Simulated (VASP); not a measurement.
FeCo (Wairauite):

```
Co Fe
1.0
     2.85700    0.00000    0.00000
     0.00000    2.85700    0.00000
     0.00000    0.00000    2.85700
Co Fe
1 1
Direct
  0.00000 0.00000 0.00000
  0.50000 0.50000 0.50000
```

| Quantity | Value |
| --- | --- |
| Program | VASP 6.6.1 |
| Task | single point |
| Functional | PBE |
| Potentials or basis | VASP PAW PBE potentials, release 64 (Co, Fe) |
| Cutoff | 520 eV |
| k mesh | 9 × 9 × 9 |
| Occupations | fermi-dirac, width 0.05 eV |
| Spin | collinear spin, ferromagnetic start |
| Starting moments | [2.0, 3.0] μB |

On this cell: pressure -3.1 GPa; largest force zero by symmetry; net moment 4.50 μB per cell; site moments Co +1.76; Fe +2.77 μB; band gap on the k mesh none (metal or under the smearing width).

The same run follows on a disturbed copy (atoms moved at random, drawn with an rms of 0.05 Å):

```
CELL_PARAMETERS angstrom
2.85700 0.00000 0.00000
0.00000 2.85700 0.00000
0.00000 0.00000 2.85700
ATOMIC_POSITIONS crystal
Co 0.01764 0.99892 0.00989
Fe 0.50566 0.49585 0.50464
```

Task: What does the disturbed cell give?

Result: The energy (extrapolated to zero smearing) moves by +2.1 meV/atom; pressure -3.0 GPa; largest force 0.216 eV/Å; net moment 4.50 μB per cell; site moments Co +1.76; Fe +2.77 μB; band gap on the k mesh none (metal or under the smearing width).

Forces in eV/Å, atoms in the order of the input:
```
Co  -0.193 -0.049 -0.084
Fe   0.193  0.049  0.084
```
